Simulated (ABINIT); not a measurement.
Runs of ABINIT 10.8.3 (patched build) on HfO2. Symmetry: Fm-3m, No. 225, cubic system. The conventional cell has a = 5.115 Å, b = 5.115 Å, c = 5.115 Å, α = 90.00°, β = 90.00°, γ = 90.00°. Hf (site symmetry m-3m) has 8 O at 2.21 Å as nearest neighbours. O (site symmetry -43m) is surrounded by 4 Hf at 2.21 Å. Measurements of this composition are mostly on another form, of space group No. 14.

| potentials or basis | cutoff (eV) | fine-grid cutoff | gap on the mesh (eV) | pressure (GPa) |
| --- | --- | --- | --- | --- |
| PseudoDojo NC SR PBE v0.4 stringent | 1796 | - | 3.83 | -3.2 |
| SPMS NC PBE v1.0 | 1088 | - | 3.88 | (a) |
| PseudoDojo NC SR PBE v0.5 stringent | 1796 | - | 3.83 | -3.2 |
| SG15 NC PBE v1.2 | 1143 | - | 3.79 | -3.2 |
| Ansatz NC PBE | 1252 | - | (b) | -2.5 |
| PseudoDojo NC SR PBE v0.4.1 standard | 1143 | - | 3.87 | -4.8 |
| JTH PAW PBE v2.0 | 626 | 1224.51 eV | 3.84 | -5.8 |
| PseudoDojo NC SR PBE v0.5 standard | 1143 | - | 3.87 | -4.8 |

Alike in all rows: task band structure; level PBE; no spin polarisation; cell as given; k mesh 9 × 9 × 9; smearing fermi-dirac 0.05 eV.

Problem. Fill in the values left out.

Solution. (a) -4.6; (b) 3.82.

Caveats: spin-orbit coupling is left out, which moves the levels of the heavy elements; the mesh misses the band edges, which the band path finds closer together.

A k mesh can miss the band edges, and the runs leave out spin-orbit coupling on Hf.

The runs don't all hold the same shells in valence.
